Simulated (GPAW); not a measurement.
This GPAW 26.7.0 run on Ge needs a look.

The input run.py:

```python
import json
import numpy as np
from ase.dft.bandgap import bandgap
from ase.dft.wannier import Wannier
from ase.io import read, write
from ase.units import GPa
from gpaw import GPAW, PW

atoms = read('Ge.xyz')

calc = GPAW(mode=PW(600),
            xc='MGGA_X_SCAN+MGGA_C_SCAN',
            kpts={'size': (4, 4, 4), 'gamma': True},
            occupations={'name': 'fermi-dirac', 'width': 0.05},
            nbands=3,
            convergence={'density': 1e-05, 'energy': 1e-05},
            maxiter=60,
            txt='gpaw.txt')
atoms.calc = calc
energy = atoms.get_potential_energy()
forces = atoms.get_forces()
stress = atoms.get_stress()
calc.write('gs.gpw')
write('result.traj', atoms)
print(f'Energy: {energy:.6f} eV')
print('Forces (eV/A):')
print(forces.round(4))
print('Stress (GPa):', (stress / GPa).round(3))
print('Fermi level:', round(calc.get_fermi_level(), 4), 'eV')
print(f'Gap: {bandgap(calc)[0]:.4f} eV, direct: {bandgap(calc, direct=True)[0]:.4f} eV')

nocc = int(round(calc.get_number_of_electrons() / 2))
full = calc.fixed_density(kpts={'size': (4, 4, 4), 'gamma': True}, symmetry='off', nbands=nocc + 6,
                          convergence={'bands': nocc}, txt='full.txt')
wan, values = None, []
for seed in range(6):  # several starts, since the search can end in a local maximum
    trial = Wannier(nwannier=nocc, calc=full, nbands=nocc, functional='var',
                    initialwannier='random' if seed == 0 else 'random', rng=np.random.RandomState(seed))
    trial.localize(tolerance=1e-6)
    values.append(trial.get_functional_value())
    print(f'start {seed}: functional {values[-1]:.5f}', flush=True)
    if values[-1] == max(values):
        wan = trial
wan.localize(step=0.1, tolerance=1e-8)
wan.translate_all_to_cell((0, 0, 0))
centres, spreads = wan.get_centers(), wan.get_spreads()
for x, s in zip(centres, spreads):
    d = np.linalg.norm(atoms.repeat(3).positions - atoms.cell.sum(0) - x, axis=1)
    print(x.round(4), f'spread {s:.4f} A^2, nearest {atoms[d.argmin() % len(atoms)].symbol} at {d.min():.3f} A')
onsite = wan.get_hopping((0, 0, 0)).diagonal().real
print('On-site energies:', onsite.round(4))
json.dump({'centres': centres.tolist(), 'spreads': spreads.tolist(), 'onsite': onsite.tolist(), 'values': values},
          open('wannier.json', 'w'))
```

The input Ge.xyz:

```xyz
2
Lattice="0.0000000000 2.8289100000 2.8289100000 2.8289100000 0.0000000000 2.8289100000 2.8289100000 2.8289100000 0.0000000000" Properties=species:S:1:pos:R:3 pbc="T T T"
Ge     4.2433650000      4.2433650000      4.2433650000
Ge     2.8289100000      2.8289100000      2.8289100000
```

Potentials or basis: GPAW PAW data sets (gpaw-data 1.2.1), pw.

Command:

```bash
$ OMP_NUM_THREADS=1 python run.py
```

gpaw.txt:

```text
__  _  _
 | _ |_)|_||  |
 |__||  | ||/\| - 26.7.0

Input parameters:
  mode=PW(ecut=600.0),
  convergence={'density': 1e-05, 'energy': 1e-05},
  kpts=MonkhorstPack(size=(4, 4, 4), gamma=True),
  maxiter=60,
  nbands=3,
  occupations=Occupations(name='fermi-dirac', width=0.05),
  xc=XC(name='MGGA_X_SCAN+MGGA_C_SCAN')
```

On the terminal:

```text
Traceback (most recent call last):
  File "run.py", line 20, in <module>
  File "ase/atoms.py", line 1971, in get_potential_energy
  File "new/ase_interface.py", line 292, in get_potential_energy
  File "new/ase_interface.py", line 215, in calculate_property
  File "new/ase_interface.py", line 153, in iconverge
  File "new/ase_interface.py", line 258, in create_new_calculation
  File "new/calculation.py", line 158, in from_parameters
  File "new/calculation.py", line 135, in __init__
  File "dft.py", line 987, in create_dft_calculation_components
  File "dft.py", line 973, in dft_component_builder
  File "dft.py", line 136, in dft_components_builder
  File "pw/builder.py", line 37, in __init__
  File "pwfd/builder.py", line 20, in __init__
  File "new/builder.py", line 146, in __init__
  File "new/builder.py", line 564, in calculate_number_of_bands
ValueError: Too few bands!  Electrons: 8.0, bands: 3
```

Q: What happened, and what is wrong with the input?

A: The program refused the input. The input holds a flaw that was put in on purpose: fewer bands than the electrons need (nbands = 3).
